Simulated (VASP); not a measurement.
Runs of VASP 6.6.1 on Cu2O (Cuprite). The structure is cubic, space group Pn-3m (No. 224). Conventional cell: a = 4.284 Å, b = 4.284 Å, c = 4.284 Å, α = 90.00°, β = 90.00°, γ = 90.00°. Cu (site symmetry -3m) has 2 O at 1.86 Å as nearest neighbours. O (site symmetry -43m) is surrounded by 4 Cu at 1.86 Å. 

```csv
cell,gap on the mesh (eV)
atoms relaxed from: a relaxed cell with its volume scaled by 1.04,0.42
atoms relaxed from: a relaxed cell with its volume scaled by 0.96,(b)
atoms relaxed from: a relaxed cell with its volume scaled by 0.98,0.55
atoms relaxed from: a relaxed cell with its volume scaled by 0.94,(a)
atoms relaxed from: a relaxed cell with its volume scaled by 1.02,0.46
atoms relaxed,0.50
atoms relaxed from: a relaxed cell with its volume scaled by 1.06,0.38
```

Alike in all rows: task relaxation of the atoms; level PBE; potentials or basis VASP PAW PBE potentials, release 64 (Cu, O_s); no spin polarisation; k mesh 3 × 3 × 3; cutoff (eV) 300; smearing gaussian 0.03 eV; the mesh is coarse, so values aren't converged.

Fill in the values left out.

(a) 0.65; (b) 0.60.

Caveats: all runs use coarse meshes; the relaxation stopped at its first step, so nothing moved.

